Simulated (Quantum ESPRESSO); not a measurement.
## HfO2 under changes of volume

One of the cells (10.955 Å³/atom); the others are scaled copies at fixed shape and fractional positions:

```
Hf O
1.0
     5.21946    0.00000    0.00000
     0.00000    5.00476    0.00000
     0.00000    0.00000    5.03269
Hf O
4 8
Direct
  0.96699 0.73252 0.74144
  0.53301 0.73252 0.24144
  0.46699 0.26748 0.74144
  0.03301 0.26748 0.24144
  0.63213 0.92865 0.87927
  0.86787 0.92865 0.37927
  0.23395 0.53988 0.49229
  0.26605 0.53988 0.99229
  0.76605 0.46012 0.99229
  0.73395 0.46012 0.49229
  0.13213 0.07135 0.87927
  0.36787 0.07135 0.37927
```

Measurements of this composition are mostly on another form, of space group No. 14.

* Program: Quantum ESPRESSO 7.5
* Functional: LDA
* Potentials or basis: GBRV 1.5 LDA
* Cutoff: 612 eV
* Density cutoff: 4898 eV
* k mesh: 4 × 5 × 4
* Occupations: fermi-dirac, width 0.05 eV
* Spin: no spin polarisation

```csv
volume (Å³/atom),energy over the lowest point (meV/atom),pressure (GPa),gap on the mesh (eV),largest force (eV/Å)
10.298,?,?,?,?
10.517,3.17,4.9,4.50,0.216
10.736,0.00,-1.0,4.43,0.137
10.955,4.61,-6.4,4.36,0.095
11.175,16.24,-11.3,4.29,0.135
11.394,34.13,-15.6,4.22,0.192
11.613,57.67,-19.5,4.15,0.250
```

What does the run at 10.298 Å³/atom give?

Energy over the lowest point 14.97 meV/atom; pressure 11.6 GPa; gap on the mesh 4.58 eV; largest force 0.310 eV/Å.

Worked out: A Birch-Murnaghan fit of order 3 (a polynomial in V^(-2/3)) to the other rows has its minimum at 10.71 Å³/atom with B0 = V·E''(V) = 281 GPa and B' = 4.2 at fixed shape and positions, which overstates the stiffness. It gives 14.96 meV/atom at 10.298 Å³/atom, against the run's 14.97, and -dE/dV = 12.0 GPa, against 11.6. A straight line through the other rows of the gap, of slope -3.53 eV per unit of ln V, extrapolates to 4.58 eV, against the run's 4.58.

Energies are extrapolated to zero smearing.

Caveats: spin-orbit coupling is left out, which moves the levels of the heavy elements; an odd mesh through Γ misses points on the zone boundary, where band edges often lie.
